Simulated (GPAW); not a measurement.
A run of GPAW 26.7.0:

run.py

```python
from ase.dft.bandgap import bandgap
from ase.io import read, write
from ase.units import GPa
from gpaw import GPAW, PW

atoms = read('POSCAR')
atoms.set_initial_magnetic_moments([2.0, 2.0])

calc = GPAW(mode=PW(600),
            xc='LDA',
            kpts={'size': (12, 12, 7), 'gamma': True},
            occupations={'name': 'fermi-dirac', 'width': 0.05},
            nbands=21,
            convergence={'density': 1e-05, 'energy': 1e-05},
            maxiter=150,
            txt='gpaw.txt')
atoms.calc = calc
energy = atoms.get_potential_energy()
forces = atoms.get_forces()
stress = atoms.get_stress()
calc.write('gs.gpw')
write('result.traj', atoms)
print(f'Energy: {energy:.6f} eV')
print('Forces (eV/A):')
print(forces.round(4))
print('Stress (GPa):', (stress / GPa).round(3))
print('Moments:', calc.get_magnetic_moments().round(3))
print('Fermi level:', round(calc.get_fermi_level(), 4), 'eV')
print(f'Gap: {bandgap(calc)[0]:.4f} eV, direct: {bandgap(calc, direct=True)[0]:.4f} eV')

path = atoms.cell.bandpath('GMKGALHA,LM,KH', npoints=60, eps=1e-4)
bs_calc = calc.fixed_density(kpts=path, symmetry='off', nbands=31,
                             convergence={'bands': 'CBM+6.0', 'eigenstates': 1e-6}, txt='bands.txt')
bs = bs_calc.band_structure()
bs.write('bs.json')
print(f'Gap on the path: {bandgap(bs_calc)[0]:.4f} eV')
```

Contents of POSCAR:

```
Co
1.0
    2.4719999032      0.0000000000      0.0000000000
   -1.2359999516      2.1408147143      0.0000000000
    0.0000000000      0.0000000000      4.0211440800
Co
2
Direct
    0.6666666667      0.3333333333      0.7500000000
    0.3333333333      0.6666666667      0.2500000000
```

Potentials or basis: the program's PAW data sets (release 1.2.1) made for this functional, pw.

Launch:

```console
$ OMP_NUM_THREADS=1 python run.py
```

Hardware: 1 thread of Arm Neoverse V1, with other jobs on the host.

Question: Estimate the wall time of this run.

Answer: Run time: 83 s on 1 thread of Arm Neoverse V1 (shared host), peak memory 0.27 GiB. Counts: scf iterations 17, plane waves 744, bands 21, k points 112.
